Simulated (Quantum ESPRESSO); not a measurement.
# TaN (P-6m2) in Quantum ESPRESSO: notebook

One crystal, TaN, is run at these levels: PBEsol, LDA; tasks: band structure, single point, equation of state.

Everything below comes from runs of Quantum ESPRESSO 7.5. Logs are shortened: lines on timing, memory, paths and dates and some standing lists are left out, and cuts for length are marked.

**1. The crystal as given**

The structure is hexagonal, space group P-6m2 (No. 187). Conventional cell: a = 2.938 Å, b = 2.938 Å, c = 2.883 Å, α = 90.00°, β = 90.00°, γ = 120.00°. Ta (site symmetry -6m2) is surrounded by 6 N at 2.23 Å. N (site symmetry -6m2) is surrounded by 6 Ta at 2.23 Å.

**2. Band structure, PBEsol**

Contents of pw.in:

```
&CONTROL
  calculation = 'scf'
  prefix = 'pwscf'
  outdir = './tmp'
  pseudo_dir = './pseudo'
  tprnfor = .true.
  tstress = .true.
  disk_io = 'low'
/
&SYSTEM
  ibrav = 0
  celldm(1) = 8
  nat = 2
  ntyp = 2
  ecutwfc = 56
  ecutrho = 448
  nbnd = 15
  occupations = 'smearing'
  smearing = 'fd'
  degauss = 0.00367493
/
&ELECTRONS
  conv_thr = 4d-10
  electron_maxstep = 120
  mixing_beta = 0.5
/
ATOMIC_SPECIES
Ta   180.9479 ta_pbesol_v1.uspp.F.UPF
N     14.0070 n_pbesol_v1.2.uspp.F.UPF
CELL_PARAMETERS alat
  0.6940019192688   0.0000000000000   0.0000000000000
 -0.3470009596344   0.6010232923575   0.0000000000000
  0.0000000000000   0.0000000000000   0.6810100521620
ATOMIC_POSITIONS crystal
Ta     0.0000000000    0.0000000000    0.5000000000
N      0.6666666667    0.3333333333    0.0000000000
K_POINTS automatic
10 10 9 0 0 0
```

Contents of bands.in:

```
&CONTROL
  calculation = 'bands'
  prefix = 'pwscf'
  outdir = './tmp'
  pseudo_dir = './pseudo'
  disk_io = 'low'
  verbosity = 'high'
/
&SYSTEM
  ibrav = 0
  celldm(1) = 8
  nat = 2
  ntyp = 2
  ecutwfc = 56
  ecutrho = 448
  nbnd = 15
  occupations = 'smearing'
  smearing = 'fd'
  degauss = 0.00367493
/
&ELECTRONS
  conv_thr = 1d-08
  electron_maxstep = 120
  mixing_beta = 0.5
  diago_full_acc = .true.
  startingwfc = 'random'
/
ATOMIC_SPECIES
Ta   180.9479 ta_pbesol_v1.uspp.F.UPF
N     14.0070 n_pbesol_v1.2.uspp.F.UPF
CELL_PARAMETERS alat
  0.6940019192688   0.0000000000000   0.0000000000000
 -0.3470009596344   0.6010232923575   0.0000000000000
  0.0000000000000   0.0000000000000   0.6810100521620
ATOMIC_POSITIONS crystal
Ta     0.0000000000    0.0000000000    0.5000000000
N      0.6666666667    0.3333333333    0.0000000000
K_POINTS crystal
60
 0.0000000000  0.0000000000  0.0000000000 1
 0.0833333333  0.0000000000  0.0000000000 1
 0.1666666667  0.0000000000  0.0000000000 1
 0.2500000000  0.0000000000  0.0000000000 1
 0.3333333333  0.0000000000  0.0000000000 1
 0.4166666667  0.0000000000  0.0000000000 1
 0.5000000000  0.0000000000  0.0000000000 1
 0.4444444444  0.1111111111  0.0000000000 1
 0.3888888889  0.2222222222  0.0000000000 1
 0.3333333333  0.3333333333  0.0000000000 1
 0.2916666667  0.2916666667  0.0000000000 1
 0.2500000000  0.2500000000  0.0000000000 1
 0.2083333333  0.2083333333  0.0000000000 1
 0.1666666667  0.1666666667  0.0000000000 1
 0.1250000000  0.1250000000  0.0000000000 1
 0.0833333333  0.0833333333  0.0000000000 1
 0.0416666667  0.0416666667  0.0000000000 1
 0.0000000000  0.0000000000  0.0000000000 1
 0.0000000000  0.0000000000  0.0833333333 1
 0.0000000000  0.0000000000  0.1666666667 1
 0.0000000000  0.0000000000  0.2500000000 1
 0.0000000000  0.0000000000  0.3333333333 1
 0.0000000000  0.0000000000  0.4166666667 1
 0.0000000000  0.0000000000  0.5000000000 1
 0.0714285714  0.0000000000  0.5000000000 1
 0.1428571429  0.0000000000  0.5000000000 1
 0.2142857143  0.0000000000  0.5000000000 1
 0.2857142857  0.0000000000  0.5000000000 1
 0.3571428571  0.0000000000  0.5000000000 1
 0.4285714286  0.0000000000  0.5000000000 1
 0.5000000000  0.0000000000  0.5000000000 1
 0.4583333333  0.0833333333  0.5000000000 1
 0.4166666667  0.1666666667  0.5000000000 1
 0.3750000000  0.2500000000  0.5000000000 1
 0.3333333333  0.3333333333  0.5000000000 1
 0.2962962963  0.2962962963  0.5000000000 1
 0.2592592593  0.2592592593  0.5000000000 1
 0.2222222222  0.2222222222  0.5000000000 1
 0.1851851852  0.1851851852  0.5000000000 1
 0.1481481481  0.1481481481  0.5000000000 1
 0.1111111111  0.1111111111  0.5000000000 1
 0.0740740741  0.0740740741  0.5000000000 1
 0.0370370370  0.0370370370  0.5000000000 1
 0.0000000000  0.0000000000  0.5000000000 1
 0.5000000000  0.0000000000  0.5000000000 1
 0.5000000000  0.0000000000  0.4285714286 1
 0.5000000000  0.0000000000  0.3571428571 1
 0.5000000000  0.0000000000  0.2857142857 1
 0.5000000000  0.0000000000  0.2142857143 1
 0.5000000000  0.0000000000  0.1428571429 1
 0.5000000000  0.0000000000  0.0714285714 1
 0.5000000000  0.0000000000  0.0000000000 1
 0.3333333333  0.3333333333  0.0000000000 1
 0.3333333333  0.3333333333  0.0714285714 1
 0.3333333333  0.3333333333  0.1428571429 1
 0.3333333333  0.3333333333  0.2142857143 1
 0.3333333333  0.3333333333  0.2857142857 1
 0.3333333333  0.3333333333  0.3571428571 1
 0.3333333333  0.3333333333  0.4285714286 1
 0.3333333333  0.3333333333  0.5000000000 1
```

Potentials or basis: GBRV 1.5 PBEsol.

The run is started by

```
OMP_NUM_THREADS=1 mpirun -n 2 pw.x -nk 2 -in pw.in > pw.out
OMP_NUM_THREADS=1 mpirun -n 2 pw.x -nk 2 -in bands.in > bands.out
```

pw.out:

```text
This program is part of the open-source Quantum ESPRESSO suite
     for quantum simulation of materials; please cite
[... 13 lines left out ...]
     --------------------
     sticks:   dense  smooth     PW     G-vecs:    dense   smooth      PW
     Sum         955     475    151                23323     8299    1461

     Using Slab Decomposition

     bravais-lattice index     =            0
     lattice parameter (alat)  =       8.0000  a.u.
     unit-cell volume          =     145.4372 (a.u.)^3
     number of atoms/cell      =            2
     number of atomic types    =            2
     number of electrons       =        18.00
     number of Kohn-Sham states=           15
     kinetic-energy cutoff     =      56.0000  Ry
     charge density cutoff     =     448.0000  Ry
     scf convergence threshold =      4.0E-10
     mixing beta               =       0.5000
     number of iterations used =            8  plain     mixing
     Exchange-correlation= SLA  PW   PSX  PSC
                           (   1   4  10   8   0   0   0)

     celldm(1)=   8.000000  celldm(2)=   0.000000  celldm(3)=   0.000000
     celldm(4)=   0.000000  celldm(5)=   0.000000  celldm(6)=   0.000000

     crystal axes: (cart. coord. in units of alat)
               a(1) = (   0.694002   0.000000   0.000000 )
               a(2) = (  -0.347001   0.601023   0.000000 )
               a(3) = (   0.000000   0.000000   0.681010 )

     reciprocal axes: (cart. coord. in units 2 pi/alat)
               b(1) = (  1.440918  0.831915 -0.000000 )
               b(2) = (  0.000000  1.663829  0.000000 )
               b(3) = (  0.000000 -0.000000  1.468407 )

     PseudoPot. # 1 for Ta read from file:
     ta_pbesol_v1.uspp.F.UPF
     Pseudo is Ultrasoft + core correction, Zval = 13.0
     Generated by new atomic code, or converted to UPF format
     Using radial grid of  921 points,  7 beta functions with:
                l(1) =   0
                l(2) =   0
                l(3) =   1
                l(4) =   1
                l(5) =   2
                l(6) =   2
                l(7) =   3
     Q(r) pseudized with  6 coefficients,  rinner =    1.300   1.300   1.300
                                                       1.300   1.300   1.300
                                                       1.300

     PseudoPot. # 2 for N  read from file:
     n_pbesol_v1.2.uspp.F.UPF
     Pseudo is Ultrasoft + core correction, Zval =  5.0
     Generated by new atomic code, or converted to UPF format
     Using radial grid of  729 points,  4 beta functions with:
                l(1) =   0
                l(2) =   0
                l(3) =   1
                l(4) =   1
     Q(r) pseudized with  8 coefficients,  rinner =    0.900   0.900   0.900

     atomic species   valence    mass     pseudopotential
     Ta               13.00   180.94790     Ta( 1.00)
     N                 5.00    14.00700     N ( 1.00)

     12 Sym. Ops. (no inversion) found

   Cartesian axes

     site n.     atom                  positions (alat units)
         1        Ta     tau(   1) = (   0.0000000   0.0000000   0.3405050  )
         2        N      tau(   2) = (   0.3470010   0.2003411   0.0000000  )

     number of k points=    70  Fermi-Dirac smearing, width (Ry)=  0.0037
                       cart. coord. in units 2pi/alat
        k(    1) = (   0.0000000   0.0000000   0.0000000), wk =   0.0022222
        k(    2) = (   0.0000000   0.0000000   0.1631563), wk =   0.0044444
        k(    3) = (   0.0000000   0.0000000   0.3263127), wk =   0.0044444
        k(    4) = (   0.0000000   0.0000000   0.4894690), wk =   0.0044444
        k(    5) = (   0.0000000   0.0000000   0.6526254), wk =   0.0044444
        k(    6) = (   0.0000000   0.1663829   0.0000000), wk =   0.0133333
[... 62 lines left out ...]
        k(   69) = (   0.4322755   0.7487231   0.4894690), wk =   0.0266667
        k(   70) = (   0.4322755   0.7487231   0.6526254), wk =   0.0266667

     Dense  grid:    23323 G-vectors     FFT dimensions: (  40,  40,  40)

[... 50 lines left out ...]

          k = 0.0000 0.0000 0.1632 (  1051 PWs)   bands (ev):

   -48.3667 -14.8130 -14.4251 -14.4251   2.6121  14.9994  15.6063  15.6063
    17.8593  22.4127  22.4127  22.7124  24.8582  24.8582  33.4461

          k = 0.0000 0.0000 0.3263 (  1021 PWs)   bands (ev):

   -48.3517 -15.0985 -14.4010 -14.4010   3.2974  13.4631  15.8630  15.8630
    19.2968  21.1130  21.1130  23.7412  24.8559  24.8559  34.1575

          k = 0.0000 0.0000 0.4895 (  1039 PWs)   bands (ev):

   -48.3346 -15.4073 -14.3734 -14.3734   4.1934  11.9116  16.1455  16.1455
    20.2845  20.2845  21.0577  24.1421  24.1421  25.1820  32.4734
[... 93 lines left out ...]
   -48.2834 -15.3163 -14.9167 -14.6073   4.4915  12.1254  14.6316  15.7039
    18.2657  22.7217  23.6747  24.9998  26.0390  28.9339  32.3592

          k = 0.0000 0.6655 0.4895 (  1019 PWs)   bands (ev):

   -48.2670 -15.2638 -15.1875 -14.5742   4.4761  12.3055  14.4843  14.9861
    18.9399  22.9991  24.1463  25.3951  26.6010  29.6859  32.6015

          k = 0.0000 0.6655 0.6526 (  1014 PWs)   bands (ev):

   -48.2563 -15.3649 -15.2225 -14.5525   4.4348  12.6148  14.1571  14.5695
    19.1987  23.8356  24.5127  25.7013  26.8203  30.3687  32.6227

          k = 0.0000-0.8319 0.0000 (  1038 PWs)   bands (ev):

   -48.2961 -15.4751 -14.6693 -14.5513   4.6706  11.7544  14.8705  16.5790
    16.8953  23.0659  24.1214  25.2646  25.3833  27.4441  31.2669

          k = 0.0000-0.8319 0.1632 (  1028 PWs)   bands (ev):

   -48.2904 -15.4554 -14.6578 -14.6514   4.6642  11.7803  14.6919  16.4918
    17.2005  23.4852  23.4970  25.3571  25.5278  28.1617  31.3030

          k = 0.0000-0.8319 0.3263 (  1024 PWs)   bands (ev):

   -48.2761 -15.4051 -14.8982 -14.6285   4.6100  11.8656  14.6158  15.6490
    18.3389  22.7430  24.3291  25.5722  25.9603  29.3743  31.3814

          k = 0.0000-0.8319 0.4895 (  1020 PWs)   bands (ev):

   -48.2598 -15.3471 -15.1682 -14.5950   4.4890  12.1436  14.4498  14.8728
    19.2588  23.0192  25.0313  25.8391  26.5942  29.9607  31.9136

          k = 0.0000-0.8319 0.6526 (  1022 PWs)   bands (ev):

   -48.2492 -15.3391 -15.3084 -14.5729   4.3815  12.6080  13.9870  14.4313
    19.6730  24.0291  25.3976  26.0962  27.0936  30.1336  32.3266

          k = 0.1441 0.2496 0.0000 (  1041 PWs)   bands (ev):

   -48.3522 -14.7233 -14.6578 -14.5067   2.9393  14.1203  15.8928  16.3932
    16.5703  22.5487  23.6750  23.8466  24.1696  24.8135  32.9510

          k = 0.1441 0.2496 0.1632 (  1038 PWs)   bands (ev):

   -48.3463 -14.7766 -14.7040 -14.4966   3.1424  14.2754  15.1704  15.9506
    17.5249  22.0861  22.7111  24.0197  24.9501  25.3790  32.7396

          k = 0.1441 0.2496 0.3263 (  1032 PWs)   bands (ev):

   -48.3315 -15.0481 -14.6756 -14.4708   3.6705  13.6828  14.7447  15.9199
    18.5008  21.1836  22.1093  24.3104  25.4245  26.0454  32.7777
[... 173 lines left out ...]
   -48.2680 -15.1975 -14.9870 -14.8768   4.7778  13.0499  13.8556  14.3798
    19.3737  22.5937  24.0785  24.4136  26.4871  30.6277  32.7576

          k = 0.4323 0.7487 0.4895 (  1031 PWs)   bands (ev):

   -48.2518 -15.1496 -15.1372 -14.9435   4.5808  12.4042  13.6865  15.1971
    19.4845  23.8818  24.6578  25.9125  26.4730  29.6121  32.2196

          k = 0.4323 0.7487 0.6526 (  1029 PWs)   bands (ev):

   -48.2412 -15.3109 -15.1089 -14.9148   4.4448  11.9823  13.4748  16.0064
    19.5776  24.5062  25.0476  26.6108  27.3942  29.4001  31.7025

     the Fermi energy is    20.1218 ev

!    total energy              =    -162.04261780 Ry
     estimated scf accuracy    <          1.9E-10 Ry
     smearing contrib. (-TS)   =      -0.00002395 Ry
     internal energy E=F+TS    =    -162.04259385 Ry

     The total energy is F=E-TS. E is the sum of the following terms:
     one-electron contribution =      -6.56014950 Ry
     hartree contribution      =      15.03639093 Ry
     xc contribution           =     -47.48040513 Ry
     ewald contribution        =    -123.03843015 Ry

     convergence has been achieved in   8 iterations

     negative rho (up, down):  9.984E-02 0.000E+00

     Forces acting on atoms (cartesian axes, Ry/au):

     atom    1 type  1   force =     0.00000000    0.00000000    0.00000000
     atom    2 type  2   force =     0.00000000    0.00000000    0.00000000

     Total force =     0.000000     Total SCF correction =     0.000000

     Computing stress (Cartesian axis) and pressure

     negative rho (up, down):  9.984E-02 0.000E+00
          total   stress  (Ry/bohr**3)                   (kbar)     P=      -47.47
  -0.00031717   0.00000000   0.00000000          -46.66        0.00        0.00
   0.00000000  -0.00031717  -0.00000000            0.00      -46.66       -0.00
   0.00000000   0.00000000  -0.00033381            0.00        0.00      -49.11

=------------------------------------------------------------------------------=
   JOB DONE.
=------------------------------------------------------------------------------=
```

Run time: 7.9 s. Hardware: 2 MPI ranks of AMD EPYC 9R45 (Zen 5), shared host; peak memory 0.28 GiB.

Results:

| Property | Result |
| --- | --- |
| Free energy | -2204.7021 eV |
| Pressure | -4.7 GPa |
| Band gap on the k mesh | none (metal or under the smearing width) |

Levels at the corners of the path, in eV from the Fermi level:
```csv
point,band 6,band 7,band 8,band 9,band 10,band 11,band 12,band 13
Γ,-4.62,-4.62,-4.27,-2.97,2.16,3.54,3.54,3.94
M,-8.37,-5.25,-3.54,-3.23,2.94,4.00,5.14,5.26
K,-7.64,-5.79,-5.22,0.09,0.99,1.52,2.43,7.51
Γ,-4.62,-4.62,-4.27,-2.97,2.16,3.54,3.54,3.94
A,-9.43,-3.80,-3.80,-0.15,-0.15,2.38,3.24,3.24
L,-7.40,-6.26,-5.75,-0.40,4.11,5.32,6.03,7.05
H,-8.30,-6.62,-3.95,-0.41,4.42,5.00,6.68,7.52
A,-9.43,-3.80,-3.80,-0.15,-0.15,2.38,3.24,3.24
L,-7.40,-6.26,-5.75,-0.40,4.11,5.32,6.03,7.05
M,-8.37,-5.25,-3.54,-3.23,2.94,4.00,5.14,5.26
K,-7.64,-5.79,-5.22,0.09,0.99,1.52,2.43,7.51
H,-8.30,-6.62,-3.95,-0.41,4.42,5.00,6.68,7.52
```

Caveat: spin-orbit coupling is left out, which moves the levels of the heavy elements.

**3. Single point, LDA, 10.13 Å³/atom**

Contents of pw.in:

```
&CONTROL
  calculation = 'scf'
  prefix = 'pwscf'
  outdir = './tmp'
  pseudo_dir = './pseudo'
  tstress = .true.
  disk_io = 'nowf'
/
&SYSTEM
  ibrav = 0
  nat = 2
  ntyp = 2
  ecutwfc = 56
  ecutrho = 448
  nbnd = 15
  occupations = 'smearing'
  smearing = 'fd'
  degauss = 0.00367493
/
&ELECTRONS
  conv_thr = 4d-10
  electron_maxstep = 120
  mixing_beta = 0.5
/
ATOMIC_SPECIES
Ta   180.9479 ta_lda_v1.uspp.F.UPF
N     14.0070 n_lda_v1.2.uspp.F.UPF
CELL_PARAMETERS angstrom
   2.8780239874    0.0000000000    0.0000000000
  -1.4390119937    2.4924418858    0.0000000000
   0.0000000000    0.0000000000    2.8241467514
ATOMIC_POSITIONS crystal
Ta     0.0000000000    0.0000000000    0.5000000000
N      0.6666666667    0.3333333333    0.0000000000
K_POINTS automatic
10 10 9 0 0 0
```

Potentials or basis: GBRV 1.5 LDA.

The run is started by

```
OMP_NUM_THREADS=1 mpirun -n 2 pw.x -nk 2 -in pw.in > pw.out
```

Run time: 4.2 s. Hardware: 2 MPI ranks of AMD EPYC 9R45 (Zen 5), shared host; peak memory 0.28 GiB.

It converged, with:

```yaml
Free_energy: -2207.9213 eV
Pressure: 12.5 GPa
Band_gap_on_the_k_mesh: none (metal or under the smearing width)
```

(Continued in part 2 of 2.)
